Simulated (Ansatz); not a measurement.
Trial structure of Ge, not yet relaxed:

```yaml
crystal:
  lattice:
    - [2.10382, -5.07714, 0.00000]
    - [2.10382, 5.07714, 0.00000]
    - [0.00000, 0.00000, 11.01624]
  atoms:
    - { symbol: Ge, position: [0.75000, 0.25000, 0.05674] }
    - { symbol: Ge, position: [0.25000, 0.75000, 0.94326] }
    - { symbol: Ge, position: [0.05545, 0.94455, 0.82284] }
    - { symbol: Ge, position: [0.94455, 0.05545, 0.17716] }
    - { symbol: Ge, position: [0.44455, 0.55545, 0.82284] }
    - { symbol: Ge, position: [0.55545, 0.44455, 0.17716] }
    - { symbol: Ge, position: [0.55092, 0.44908, 0.39410] }
    - { symbol: Ge, position: [0.44908, 0.55092, 0.60590] }
    - { symbol: Ge, position: [0.94908, 0.05092, 0.39410] }
    - { symbol: Ge, position: [0.05092, 0.94908, 0.60590] }
```

All numbers below come from DFT PBE, scalar-relativistic, plane waves, PAW (Ansatz 0.2.0). Cutoff 420 eV; k points 4×4×2 on the computed 10-atom cell (Γ-centred); Gaussian smearing, width 0.10 eV; no spin polarisation.

Energies count from the standard state of Ge at the same level.

Question: How far from equilibrium is it?

Answer: The pressure is 13.1 GPa (the mean over three directions, positive in compression), the largest force is 1.98 eV/Å, and the energy is +0.65 eV/atom against the standard state. The shortest distance is 2.34 Å.

Question: Is it a good guess?

Answer: A rough one: relaxing gains about 0.52 eV/atom (the start's value is from the coarse mesh, so the gain is rough) in 32 ionic steps and ends at +0.13 eV/atom on the finer mesh. The symmetry stays Cmme (No. 67). The volume per atom grows by 2.9 %, from 23.5 to 24.2 Å³. The shortest distance goes from 2.34 Å (Ge–Ge) to 2.50 Å (Ge–Ge). Conventional cell: a = 4.145 Å, b = 11.388 Å, c = 10.260 Å. Around Ge on a site of symmetry mm2 lie 4 Ge at 2.51–2.55 Å; Ge on a site of symmetry m is surrounded by 4 Ge at 2.50–2.55 Å; Ge on a second site of symmetry m is surrounded by 4 Ge at 2.50–2.51 Å.

The last run used a 10×10×4 mesh (in the run's order of axes) for its 10-atom cell and Gaussian smearing of 0.10 eV. The relaxation can't lower the symmetry of the start, and the grade says only how near the guess is to its own end. A structure relaxed within its symmetry needn't be a true minimum. Another cell of Ge relaxed alike, in Fd-3m, lies 131 meV/atom lower, so this cell isn't the stable form at this level.
